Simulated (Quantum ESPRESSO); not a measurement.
HgS3:

```xyz
4
Lattice="5.1662 0.0000 0.0000 -2.5831 4.4740 0.0000 0.0000 0.0000 4.8847" Properties=species:S:1:pos:R:3 pbc="T T T"
Hg    0.0000    0.0000    2.4423
S     2.5831    1.4913    3.6445
S     2.5831    1.4913    1.2402
S     0.0000    2.9827    2.4423
```

The cell was built by a generator and needn't be a form met in nature.

* Program: Quantum ESPRESSO 7.5
* Task: phonons
* Functional: revPBE
* Potentials or basis: GBRV 1.5 PBE
* Cutoff: 612 eV
* Density cutoff: 4898 eV
* k mesh: 4 × 4 × 4, shifted
* Occupations: fermi-dirac, width 0.05 eV
* Spin: no spin polarisation
* Mixing beta: 0.5
* Most SCF iterations: 120
* SCF threshold: 8e-10 Ry

The cell and the atoms were relaxed first, to 31.62 Å³/atom (a = 4.361 Å, b = 4.361 Å, c = 7.678 Å, α = 90.00°, β = 90.00°, γ = 120.00°), and the response was taken there.

```yaml
crystal:
  lattice:
    - [4.36108, 0.00000, 0.00000]
    - [-2.18054, 3.77681, 0.00000]
    - [0.00000, 0.00000, 7.67824]
  atoms:
    - { symbol: Hg, position: [0.00000, 0.00000, 0.50000] }
    - { symbol: S, position: [0.66667, 0.33333, 0.87572] }
    - { symbol: S, position: [0.66667, 0.33333, 0.12428] }
    - { symbol: S, position: [0.33333, 0.66667, 0.50000] }
```

Question: Which optical modes does the crystal have at the zone centre, and which show in infrared and Raman spectra?

Answer: The optical modes are 2A''2 + 2E' + E'' + A'1. Infrared active: 2A''2 + 2E'. Raman active: 2E' + E'' + A'1.

Optical modes at Γ, degenerate ones joined:
```csv
cm⁻¹,components,symmetry,active in
34i,1,A''2,IR
25i,2,E',IR and Raman
70,1,A''2,IR
96,2,E'',Raman
207,2,E',IR and Raman
689,1,A'1,Raman
```

Caveat: the k mesh is coarse; the mesh is thin for the phonons of a metal; the potentials were made for another functional, which shifts forces and pressure; some modes are imaginary; this functional lacks dispersion, which binds the layers, so the pressure and a relaxed spacing across them are unreliable.
